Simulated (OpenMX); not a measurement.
Crystal: Zn.

```
Zn
1.0
     2.67000    0.00000    0.00000
    -1.33500    2.31229    0.00000
     0.00000    0.00000    4.96600
Zn
2
Cartesian
  1.3350 0.7708 3.7245
  0.0000 1.5415 1.2415
```

Base run:

* Program: OpenMX 3.8.5
* Functional: PBE
* Potentials or basis: OpenMX 2013 PBE set, Zn6.0H-s2p2d1, grid cutoff 500 Ry
* k mesh: 11 × 11 × 7
* Occupations: fermi-dirac, width 0.05 eV
* Spin: no spin polarisation

Its results: pressure 3.0 GPa.

**Question.** The run is repeated on the same cell with these changes: functional from PBE to LDA; potentials or basis from OpenMX 2013 PBE set, Zn6.0H-s2p2d1, grid cutoff 500 Ry to OpenMX 2013 LDA set, Zn6.0H-s3p2d2, grid cutoff 500 Ry. What comes out?

**Answer.** Pressure -10.0 GPa.

Caveats: the basis of atomic orbitals isn't converged, which shifts pressures, moduli and gaps; the transition metal has a single d function, too few for pressures, volumes and moments (some runs).
